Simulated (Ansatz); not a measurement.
SrO:

```
Sr O
1.0
     0.00000    2.56630    2.56630
     2.56630    0.00000    2.56630
     2.56630    2.56630    0.00000
Sr O
1 1
Direct
  0.50000 0.50000 0.50000
  0.00000 0.00000 0.00000
```

Base run:

- Program: Ansatz 0.2.0
- Functional: PBE
- Potentials or basis: Ansatz PAW
- Cutoff: 420 eV (not typed: the program's choice for these potentials)
- k mesh: 9 × 9 × 9
- Occupations: fixed
- Spin: no spin polarisation

Its results: band gap on the k mesh 3.37 eV, indirect (least direct gap 3.45 eV); electronic dielectric tensor (diagonal) 3.80.

Problem. The run is repeated on the same cell with these changes: functional from PBE to PBEsol. What comes out?

Solution. Band gap on the k mesh 3.26 eV, indirect (least direct gap 3.34 eV); electronic dielectric tensor (diagonal) 3.86.

Caveats: odd divisions of the mesh miss points on the zone boundary, where band edges often lie, so the gap on the mesh can be too wide.

A k mesh can miss the band edges.
